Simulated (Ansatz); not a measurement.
# Y2NS2 MXene bilayer (AA) in a perpendicular field, part 2 of 3

Wanted: the out-of-plane response of the Y2NS2 MXene bilayer (AA). A positive field points along +c.

Ansatz 0.2.0; plane-wave DFT, PBE-D3(BJ), Ansatz PAW.

So far. Step 2 (Relaxation): The lattice constant a goes from 3.406 to 3.679 Å.

## Step 3: Single point, field 0, start network

A sawtooth potential applies the field, turning back in the middle of the vacuum. With the dipole correction the typed value is the field outside the slab. The induced dipole is small, so the SCF threshold is tight.

The cell differs from the one that the last finished run ended in (c 63.222 → 32.514 Å).

File input.yaml:

```yaml
crystal:
  lattice:
    - [3.6789385165, 0.0, 0.0]
    - [-1.8394692583, 3.1860542143, 0.0]
    - [0.0, 0.0, 32.5142237478]
  atoms:
    - { symbol: S, position: [0.3333333333, 0.6666666667, 0.2768019335] }
    - { symbol: "Y", position: [0.6666666667, 0.3333333333, 0.3248429997] }
    - { symbol: "N", position: [0.0, 0.0, 0.3680504698] }
    - { symbol: "Y", position: [0.3333333333, 0.6666666667, 0.4100241305] }
    - { symbol: S, position: [0.6666666667, 0.3333333333, 0.4584126801] }
    - { symbol: S, position: [0.3333333333, 0.6666666667, 0.541587321] }
    - { symbol: "Y", position: [0.6666666667, 0.3333333333, 0.5899758681] }
    - { symbol: "N", position: [0.0, 0.0, 0.6319495321] }
    - { symbol: "Y", position: [0.3333333333, 0.6666666667, 0.6751569985] }
    - { symbol: S, position: [0.6666666667, 0.3333333333, 0.7231980665] }
kpoints:
  mp_grid: { grid: [18, 18, 1] }
  band_path:
    path: [[0, 0, 0], [0.5, 0, 0], [0.33333333, 0.33333333, 0], [0, 0, 0]]
    npoints: 16
hamiltonian:
  xc: pbe
  dispersion: d3bj
scf:
  occupations: { method: fermi_dirac, width: 0.02585 }
  convergence: { dr2_threshold: 1.0e-10 }
efield:
  axis: 3
  dipole_correction: true
  ramp_position: 0.97
  ramp_width: 0.06
  amplitude: 0
output:
  dos: { projected: true, e_range: [-6, 5] }
  bader: true
  write_potential: true
  write_density: true
  volumetric_format: npy
  elf: true
```

Started as:

```sh
$ ansatz run input.yaml --threads 4 --pin off --max-ram 12288MiB --backend cpu --events-out ev --progress --plain --runs-dir out
```

Numbers of over 12 decimals in the logs are rounded to 6 here.

Output:

```text
[...]
Crystal: 10 atoms, lattice volume = 381.109 Å³
Basis set: ecut = 420 eV, 7429 PW (Γ)
Bands: 49, of which v1, the nominal top of the filled ones, is band 39 counted from 1 (38 counted from 0)
Symmetry: 6 space group operations
k-points: 37 of 324 (time reversal used)
[...]
SCF iter   1: F=—  HF=-19787.200297 eV  |F-HF|=—  |Δ(HF+E_count)|=         —  Δρ=3.77e-3  dr2=1.04e-1  ethr=1.77e-3  p=-0.000 e·Å  D=-8.86e-9 V/Å  ΔV_dip=0.00 eV  dr2_dipole=8.11e-8  V_vac-E_F(+/−)=7.28/7.28 eV  ⟨swp⟩=8.6  Hψ=8648  notcnv=0  defer=31
efield: sawtooth ramp at fractional position 0.9700 (set: `efield.ramp_position`, or a place that a band, a saddle search or an elastic batch's reference lends), width 0.0600; the density the first Hamiltonian is built on has a dipole p = -0.000 e·Å; the dipole correction subtracts the counter field D = -8.86e-9 V/Å, which shifts the + side's vacuum level by +0.00 eV against the − side's; the planar-averaged density in the ramp window peaks in size at 4.5e-6 e/Å³
[...]
SCF iter   2: F=—  HF=-19787.191074 eV  |F-HF|=—  |Δ(HF+E_count)|=   9.22e-3  Δρ=1.38e-3  dr2=3.35e-2  ethr=1.33e-4  p=-0.000 e·Å  D=-4.28e-6 V/Å  ΔV_dip=0.00 eV  dr2_dipole=1.43e-7  V_vac-E_F(+/−)=7.17/7.16 eV  ⟨swp⟩=2.3  Hψ=2987  notcnv=0  defer=133
[...]
SCF iter  11: F=-19787.187407 eV  HF=-19787.187407 eV  |F-HF|=3.64e-11  |Δ(HF+E_count)|=  1.46e-11  Δρ=3.10e-8  dr2=1.36e-11  ethr=1.00e-12  p=-0.000 e·Å  D=-5.77e-9 V/Å  ΔV_dip=0.00 eV  dr2_dipole=4.56e-15  V_vac-E_F(+/−)=7.21/7.21 eV  ⟨swp⟩=2.0  Hψ=3327  notcnv=0
SCF 1 converged in 11 iterations: F = -19787.187407 eV  dr2 = 1.36e-11
[...]
NSCF: frozen V_eff on 49 k-points
efield: sawtooth ramp at fractional position 0.9700 (kept from the solve that this one continues, or follows in the run), width 0.0600; the density the first Hamiltonian is built on has a dipole p = -0.000 e·Å; the dipole correction subtracts the counter field D = -5.77e-9 V/Å, which shifts the + side's vacuum level by +0.00 eV against the − side's; the planar-averaged density in the ramp window peaks in size at 2.0e-7 e/Å³
[...]
SCF converged after 11 iterations
Free energy (F): -19787.187407 eV
[...]
Internal energy: -19787.168509 eV  (E = F + TS)
E sigma→0 (E₀):  -19787.177958 eV
Entropy (-TS):   -0.018898 eV (-1.890 meV/atom)
Fermi energy:    0.537646 eV
Dipole field:    D = -0.000000 V/Å  (p = -0.000000 e·Å, saw-weighted, corrected)
Work function:   Φ+ = 7.2145 eV   Φ− = 7.2146 eV
Levels:          The Fermi level and band energies are counted from a zero that moves with the ramp; work functions are not
[...]
--- Band table (eV; the first three rows and the last of 37) ---
  k-point 0: bands = [... 35 lower, 0.9596, 1.0042, 1.0042, 1.0947, 1.0947, 4.0543, 4.0543, 4.0780, ... 6 higher]
  k-point 1: bands = [... 35 lower, 0.7804, 0.9280, 0.9520, 1.0464, 1.0487, 3.9846, 3.9953, 4.1275, ... 6 higher]
  k-point 2: bands = [... 35 lower, 0.4887, 0.7734, 0.8225, 0.9249, 1.0323, 3.7270, 3.7848, 4.3267, ... 6 higher]
  k-point 36: bands = [... 35 lower, -0.3762, -0.2543, -0.2543, 0.1296, 0.1296, 4.4932, 4.4932, 4.5866, ... 6 higher]
--- Bader charges: 10 sites ---
  site symbol  charge [e]  shift [e]
     0      S     -0.9908     0.0001
     1      Y      1.8634     0.0001
     2      N     -1.7716     0.0001
     3      Y      1.8626     0.0001
     4      S     -0.9635     0.0001
     5      S     -0.9635     0.0001
     6      Y      1.8626     0.0001
     7      N     -1.7716     0.0001
     8      Y      1.8633     0.0001
     9      S     -0.9908     0.0001
  estimated error of the sums over rays = 7.1e-4 e
```

Run time: 41 s. Hardware: 4 threads of Intel Xeon 6975P-C (Granite Rapids), shared host; peak memory 1.3 GiB; 2.6 min of CPU time.

Reading the cycles: dr2 is the Hartree energy of the density residual (eV), the measure of convergence; HF is the Harris–Foulkes estimate of the energy, which meets the free energy F at convergence.

This step gave:

| Property | Result |
| --- | --- |
| energy at zero smearing | -19787.1780 eV |
| work function, upper face | 7.215 eV |
| dipole along the normal | -1.51e-7 e·Å |

Running mean over a fixed 2.7 Å (it still follows the layers) of the planar mean; the ramp of the sawtooth is left out. Table of electron's electrostatic potential energy less the Fermi level by z:

| z (Å) | electron's electrostatic potential energy less the Fermi level (eV) |
| --- | --- |
| 4 | 7.21 |
| 5 | 7.21 |
| 6 | 7.19 |
| 7 | 6.59 |
| 8 | 3.10 |
| 9 | -1.59 |
| 10 | -6.02 |
| 11 | -6.15 |
| 12 | -6.03 |
| 13 | -6.22 |
| 14 | -5.97 |
| 15 | -1.14 |
| 16 | 1.64 |
| 17 | 0.999 |
| 18 | -4.04 |
| 19 | -6.18 |
| 20 | -6.10 |
| 21 | -6.07 |
| 22 | -6.12 |
| 23 | -4.66 |
| 24 | 1.04 |
| 25 | 5.04 |
| 26 | 7.09 |
| 27 | 7.21 |
| 28 | 7.21 |
| 29 | 7.21 |

The density of states has structure finer than the step of the table below, so its rows give means over 0.2 eV, whole bins alone (the curve runs from -6 to 1.99 eV). Peaks (eV: height): -2.39: 28.3, -2.17: 19.7, -1.70: 24.9, -1.64: 31.0, -1.48: 22.3, -1.29: 23.4, -0.95: 23.2.

Table of density of states by energy, zero at the Fermi level; means over each step:

| energy (eV) | density of states (states/eV a cell) |
| --- | --- |
| -3.6 | 0 |
| -3.4 | 0.268 |
| -3.2 | 2.16 |
| -3.0 | 3.42 |
| -2.8 | 5.50 |
| -2.6 | 6.12 |
| -2.4 | 10.2 |
| -2.2 | 11.8 |
| -2.0 | 6.79 |
| -1.8 | 7.44 |
| -1.6 | 21.0 |
| -1.4 | 13.1 |
| -1.2 | 11.7 |
| -1.0 | 10.9 |
| -0.8 | 9.95 |
| -0.6 | 13.4 |
| -0.4 | 15.8 |
| -0.2 | 14.1 |
| 0.0 | 8.75 |
| 0.2 | 4.07 |
| 0.4 | 2.23 |
| 0.6 | 0.553 |
| 0.8 | 0 |
| 1.0 | 0 |
| 1.2 | 0 |
| 1.4 | 0 |
| 1.6 | 0.00459 |
| 1.8 | 0.783 |

Projected DOS per atom over height of the atomic layer and energy from the Fermi level. Layers: S Y N Y S S Y N Y S from below.

Ten even steps from '_' (0.00 states/eV) to '@' (3.48 states/eV), each cell a mean:
```
____________________
____________________
____________________
____________________
..______....______..
--__::__====__::__--
##..::..####..::..##
##......====......##
==..::..----..::..==
----@@::----::@@----
==::==..::::..==::==
::..--..====..--..::
....::..::::..::....
____............____
____________________
____________________
____________________
____________________
____________________
____________________
____________________
____________________
```
Columns: height of the atomic layer (Å) from 9 to 23.5 (not evenly spaced); rows upwards: energy from the Fermi level (eV) from -5.96 to 1.96.

The electronic bands at the labelled points (eV, zero at the Fermi level):

| point | band 37 | band 38 | band 39 | band 40 | band 41 | band 42 | band 43 | band 44 |
| --- | --- | --- | --- | --- | --- | --- | --- | --- |
| Γ | 0.47 | 0.47 | 0.56 | 0.56 | 3.52 | 3.52 | 3.54 | 3.54 |
| halfway | -0.04 | -0.01 | 0.01 | 0.08 | 2.39 | 2.55 | 4.26 | 4.30 |
| M | -0.34 | -0.21 | -0.16 | -0.02 | 1.71 | 1.93 | 4.06 | 4.32 |
| halfway | -0.63 | -0.52 | -0.46 | -0.13 | 2.53 | 2.71 | 4.65 | 4.87 |
| K | -0.79 | -0.79 | -0.41 | -0.41 | 3.96 | 3.96 | 4.05 | 4.05 |
| halfway | -0.44 | -0.19 | -0.17 | 0.02 | 3.04 | 3.18 | 3.38 | 3.40 |
| Γ | 0.47 | 0.47 | 0.56 | 0.56 | 3.52 | 3.52 | 3.54 | 3.54 |

ELF in the ca plane at fractional y = 0.333, with atoms of Y and S within 0.2 Å of it. It is the smooth field of the valence electrons, not physical close to the nuclei.

Ten even steps from '0' (0.00) to '9' (0.88), each cell a mean:
```
00000000000000001245531365213210137999830145
00000000000000000012114899721111379889972011
00000000000000000000017968940012688516983000
00000000000000000000017968940012688415983000
00000000000000000011115999720111479879972011
00000000000000001235532466312210147999840135
00000000000000002467863111145311113676410368
00000000000000013688986311366412310121001589
00000000000000013688987411466412310111001589
00000000000000012578874100245311112566300478
```
Columns run along c (16.0 Å, from fractional 0.05 to 0.55 of the cell), rows up along a (3.7 Å). Atoms in or near the plane, at fractional coordinates: Y at (0.32, 0.67), S at (0.46, 0.67).

Electrostatic potential energy in the ca plane at fractional y = 0.333, with atoms of Y and S within 0.2 Å of it. With pseudopotentials it is smooth inside the atoms' cores, unlike the true potential.

Values in eV, 6 rows by 16 columns, each cell a mean:
```
  8   8   8   8   7   6  -4 -25  -4   2   1 -10  -3   6   4 -13
  8   8   8   8   7   5 -17 -44 -17   3   2 -29 -20   6   3 -32
  8   8   8   8   7   5 -14 -42 -13   3   2 -26 -16   6   3 -29
  8   8   8   8   7   5  -1 -13  -1   1  -1  -3   2   6   3  -6
  8   8   8   8   7   3   2   2   3  -1  -7   3   6   6   1   2
  8   8   8   8   7   4   2   0   3  -1  -5   3   6   6   2   1
```
Columns run along c (16.0 Å, from fractional 0.10 to 0.59 of the cell; values clipped at the 3rd and 97th percentile), rows up along a (3.7 Å). Atoms in or near the plane, at fractional coordinates: Y at (0.32, 0.67), S at (0.46, 0.67), Y at (0.59, 0.67).

Valence density in the ca plane at fractional y = 0.333, with atoms of Y and S within 0.2 Å of it. It is the smooth field of the valence electrons, not physical close to the nuclei.

Ten steps, logarithmic in the rise over the least value, from '0' (0.0 e/Å³) to '9' (3.6 e/Å³), each cell a mean:
```
33333345665322233445664333333455654310000000
32223467776531122368997432223467776421000000
32223467667532112479998532223567577531000000
32223467667532112479998532223577567531000000
32223467776531122468997432223567776421000000
33333456665322233446765333233456665310000000
44344444443212344444443444344444443210000000
44455433222112345543333444455433221100000000
44455433221112345543333444455433221100000000
44444434433212344443333444444434432100000000
```
Columns run along c (16.0 Å, from fractional 0.36 to 0.86 of the cell), rows up along a (3.7 Å). Atoms in or near the plane, at fractional coordinates: S at (0.46, 0.67), Y at (0.59, 0.67), S at (0.72, 0.67).

The work function of the upper face is 7.21 eV.

## Step 4: Atoms held, field 0.1 V/Å

Edit input.yaml of step 3 so:

```diff
@@ -30,8 +30,6 @@
   dipole_correction: true
-  ramp_position: 0.97
-  ramp_width: 0.06
-  amplitude: 0
+  ramp_position: 0.9616
+  ramp_width: 0.0769
+  amplitude: 0.1
 output:
-  dos: { projected: true, e_range: [-6, 5] }
-  bader: true
   write_potential: true
@@ -39,2 +37 @@
   volumetric_format: npy
-  elf: true
```

Output:

```text
[...]
Crystal: 10 atoms, lattice volume = 381.109 Å³
Basis set: ecut = 420 eV, 7429 PW (Γ)
Bands: 49, of which v1, the nominal top of the filled ones, is band 39 counted from 1 (38 counted from 0)
Symmetry: 6 space group operations
k-points: 37 of 324 (time reversal used)
[...]
k-point 0: bands = [... 35 lower, 0.9593, 1.0039, 1.0039, 1.0944, 1.0944, 4.0540, 4.0540, 4.0777, ... 6 higher]
  k-point 1: bands = [... 35 lower, 0.7801, 0.9277, 0.9517, 1.0462, 1.0484, 3.9841, 3.9952, 4.1272, ... 6 higher]
  k-point 2: bands = [... 35 lower, 0.4884, 0.7731, 0.8222, 0.9247, 1.0321, 3.7267, 3.7846, 4.3264, ... 6 higher]
  k-point 36: bands = [... 35 lower, -0.3714, -0.2650, -0.2442, 0.1293, 0.1294, 4.4916, 4.4943, 4.5861, ... 6 higher]
[key lines of the parts left out:]
SCF converged after 14 iterations
Free energy (F): -19787.192707 eV
Fermi energy:    0.537398 eV
Dipole field:    D = 0.050329 V/Å  (p = 0.105999 e·Å, saw-weighted, corrected)
```

Run time: 19 s. Hardware: 4 threads; peak memory 1.2 GiB.

The dipole is 0.106 e·Å.

## Step 5: Single point, field -0.1 V/Å

Edit input.yaml of step 4 so:

```diff
@@ -32,3 +32,3 @@
   ramp_width: 0.0769
-  amplitude: 0.1
+  amplitude: -0.1
 output:
```

Output:

```text
[...]
Crystal: 10 atoms, lattice volume = 381.109 Å³
Basis set: ecut = 420 eV, 7429 PW (Γ)
Bands: 49, of which v1, the nominal top of the filled ones, is band 39 counted from 1 (38 counted from 0)
Symmetry: 6 space group operations
k-points: 37 of 324 (time reversal used)
[...]
k-point 0: bands = [... 35 lower, 0.9595, 1.0040, 1.0040, 1.0946, 1.0946, 4.0541, 4.0541, 4.0779, ... 6 higher]
  k-point 1: bands = [... 35 lower, 0.7803, 0.9279, 0.9519, 1.0463, 1.0486, 3.9843, 3.9954, 4.1274, ... 6 higher]
  k-point 2: bands = [... 35 lower, 0.4886, 0.7733, 0.8224, 0.9248, 1.0323, 3.7268, 3.7848, 4.3265, ... 6 higher]
  k-point 36: bands = [... 35 lower, -0.3712, -0.2648, -0.2441, 0.1295, 0.1295, 4.4917, 4.4945, 4.5862, ... 6 higher]
[key lines of the parts left out:]
SCF converged after 14 iterations
Free energy (F): -19787.192707 eV
Fermi energy:    0.537559 eV
Dipole field:    D = -0.050328 V/Å  (p = -0.105999 e·Å, saw-weighted, corrected)
```

Elapsed: 19 s, on 4 threads; peak memory 1.2 GiB; 74 s of CPU time.

The dipole is -0.106 e·Å.

## Step 6: Atoms held, field 0.2 V/Å

Edit input.yaml of step 5 so:

```diff
@@ -32,3 +32,3 @@
   ramp_width: 0.0769
-  amplitude: -0.1
+  amplitude: 0.2
 output:
```

Output:

```text
[...]
Crystal: 10 atoms, lattice volume = 381.109 Å³
Basis set: ecut = 420 eV, 7429 PW (Γ)
Bands: 49, of which v1, the nominal top of the filled ones, is band 39 counted from 1 (38 counted from 0)
Symmetry: 6 space group operations
k-points: 37 of 324 (time reversal used)
[...]
k-point 0: bands = [... 35 lower, 0.9587, 1.0032, 1.0032, 1.0938, 1.0938, 4.0532, 4.0532, 4.0772, ... 6 higher]
  k-point 1: bands = [... 35 lower, 0.7795, 0.9271, 0.9510, 1.0456, 1.0478, 3.9829, 3.9950, 4.1264, ... 6 higher]
  k-point 2: bands = [... 35 lower, 0.4878, 0.7724, 0.8215, 0.9241, 1.0315, 3.7258, 3.7840, 4.3256, ... 6 higher]
  k-point 36: bands = [... 35 lower, -0.3670, -0.2761, -0.2346, 0.1287, 0.1288, 4.4894, 4.4949, 4.5852, ... 6 higher]
[key lines of the parts left out:]
SCF converged after 15 iterations
Free energy (F): -19787.208607 eV
Fermi energy:    0.536812 eV
Dipole field:    D = 0.100659 V/Å  (p = 0.212002 e·Å, saw-weighted, corrected)
```

It took 20 s on 4 threads; peak memory 1.2 GiB.

The dipole is 0.212 e·Å.

## Step 7: Atoms held, field -0.2 V/Å

Edit input.yaml of step 6 so:

```diff
@@ -32,3 +32,3 @@
   ramp_width: 0.0769
-  amplitude: 0.2
+  amplitude: -0.2
 output:
```

Output:

```text
[...]
Crystal: 10 atoms, lattice volume = 381.109 Å³
Basis set: ecut = 420 eV, 7429 PW (Γ)
Bands: 49, of which v1, the nominal top of the filled ones, is band 39 counted from 1 (38 counted from 0)
Symmetry: 6 space group operations
k-points: 37 of 324 (time reversal used)
[...]
k-point 0: bands = [... 35 lower, 0.9590, 1.0035, 1.0035, 1.0942, 1.0942, 4.0535, 4.0535, 4.0775, ... 6 higher]
  k-point 1: bands = [... 35 lower, 0.7798, 0.9274, 0.9513, 1.0459, 1.0481, 3.9832, 3.9953, 4.1267, ... 6 higher]
  k-point 2: bands = [... 35 lower, 0.4881, 0.7727, 0.8218, 0.9244, 1.0318, 3.7261, 3.7844, 4.3259, ... 6 higher]
  k-point 36: bands = [... 35 lower, -0.3667, -0.2758, -0.2343, 0.1290, 0.1291, 4.4898, 4.4952, 4.5855, ... 6 higher]
[key lines of the parts left out:]
SCF converged after 15 iterations
Free energy (F): -19787.208607 eV
Fermi energy:    0.537135 eV
Dipole field:    D = -0.100659 V/Å  (p = -0.212002 e·Å, saw-weighted, corrected)
```

It took 23 s on 4 threads; peak memory 1.2 GiB; 89 s of CPU time.

The dipole is -0.212 e·Å.

## Step 8: Single point, field 0.35 V/Å

Edit input.yaml of step 7 so:

```diff
@@ -30,6 +30,8 @@
   dipole_correction: true
-  ramp_position: 0.9616
-  ramp_width: 0.0769
-  amplitude: -0.2
+  ramp_position: 0.9435
+  ramp_width: 0.1129
+  amplitude: 0.35
 output:
+  dos: { projected: true, e_range: [-6, 5] }
+  bader: true
   write_potential: true
@@ -37 +39,2 @@
   volumetric_format: npy
+  elf: true
```

Output:

```text
[...]
Crystal: 10 atoms, lattice volume = 381.109 Å³
Basis set: ecut = 420 eV, 7429 PW (Γ)
Bands: 49, of which v1, the nominal top of the filled ones, is band 39 counted from 1 (38 counted from 0)
Symmetry: 6 space group operations
k-points: 37 of 324 (time reversal used)
[...]
--- Bader charges: 10 sites ---
  site symbol  charge [e]  shift [e]
     0      S     -1.0131     0.0001
     1      Y      1.8649     0.0001
     2      N     -1.7738     0.0001
     3      Y      1.8626     0.0001
     4      S     -0.9634     0.0001
     5      S     -0.9637     0.0001
     6      Y      1.8626     0.0001
     7      N     -1.7695     0.0001
     8      Y      1.8618     0.0001
     9      S     -0.9684     0.0001
  estimated error of the sums over rays = 7.0e-4 e
[key lines of the parts left out:]
SCF converged after 15 iterations
Free energy (F): -19787.252334 eV
Fermi energy:    0.535866 eV
Dipole field:    D = 0.176165 V/Å  (p = 0.371027 e·Å, saw-weighted, corrected)
```

It took 37 s on 4 threads; peak memory 1.2 GiB; 2.4 min of CPU time.

The dipole is 0.371 e·Å.

## Step 9: Response, atoms held

This step: plane-wave DFT, PBE-D3(BJ), Ansatz PAW; response to a field along the normal, atoms held (Ansatz 0.2.0).

The dipoles give the slope, and the difference of two potentials shows where the field is screened.

Numbers from this step:

* equivalent conductor thickness p/(ε₀AE): 16.36 Å
* distance between the outer atoms: 14.51 Å

The dipole of the cell by applied field:

| applied field (V/Å) | dipole of the cell (e·Å) |
| --- | --- |
| -0.200 | -0.212 |
| -0.100 | -0.106 |
| 0.000 | 0 |
| 0.100 | 0.106 |
| 0.200 | 0.212 |
| 0.350 | 0.371 |

Local field over the applied field, running mean. From the potentials at -0.1 and 0.1 V/Å; running mean over 2.5 Å. Local field over applied field against z:

| z (Å) | local field over applied field |
| --- | --- |
| 5 | 0.998 |
| 6 | 0.980 |
| 7 | 0.853 |
| 8 | 0.530 |
| 9 | 0.175 |
| 10 | 0.0190 |
| 11 | 0.00851 |
| 12 | 0.0149 |
| 13 | 9.5e-4 |
| 14 | -0.00204 |
| 15 | -9.4e-4 |
| 16 | -0.00276 |
| 17 | -0.00118 |
| 18 | -0.00192 |
| 19 | -7.5e-4 |
| 20 | 0.00621 |
| 21 | 0.0163 |
| 22 | 0.00550 |
| 23 | 0.0622 |
| 24 | 0.338 |
| 25 | 0.703 |
| 26 | 0.941 |
| 27 | 0.994 |
| 28 | 1.000 |

Electrons, planar mean, per unit field. The induced electron density by z:

| z (Å) | induced electron density (e/Å³ per V/Å) |
| --- | --- |
| 5 | 6.4e-6 |
| 6 | 8.3e-5 |
| 7 | 7.9e-4 |
| 8 | 0.00353 |
| 9 | 0.00117 |
| 10 | -1.6e-4 |
| 11 | -1.2e-4 |
| 12 | -7.5e-5 |
| 13 | 6.4e-5 |
| 14 | -1.1e-4 |
| 15 | 9.2e-5 |
| 16 | -1.8e-5 |
| 17 | 2.7e-5 |
| 18 | -1.2e-5 |
| 19 | 2.2e-5 |
| 20 | -1.5e-4 |
| 21 | -3.1e-4 |
| 22 | 5.8e-4 |
| 23 | -8.4e-4 |
| 24 | -0.00268 |
| 25 | -0.00204 |
| 26 | -2.7e-4 |
| 27 | -2.4e-5 |
| 28 | -1.7e-6 |

By hand: between -0.1 and 0.1 V/Å the dipole changes by 0.2120 e·Å, a slope of 1.060 e·Å²/V. A perfect conductor of thickness t has p = ε₀AEt, so t = 180.95 × 1.060 / 11.721 = 16.36 Å (e/ε₀ = 180.95 V·Å, A in Å²).

The induced dipole is that of a conductor 16.36 Å thick.

(Part 2 of 3 ends here.)

[Logs are printed without paths, hosts, clocks, repeated set-up lines and the standing remarks that a program may print on its own settings, such as how far it seeks lower states.]

[Hosts, paths, dates, database ids (printed as entryN), source tags and the programs' standing remarks are cut or masked in the printed files.]

[Maps of the electrostatic potential energy from Ansatz leave out the sawtooth potential of an applied field or a dipole correction, so their vacuum need not be flat; planar profiles and work functions include it.]

[The density of states shown here was stored with 400 of the rows of the run's finer table, so its peaks can read low, often by over a quarter, or be missed, and its means over a window can be off by a tenth or more.]
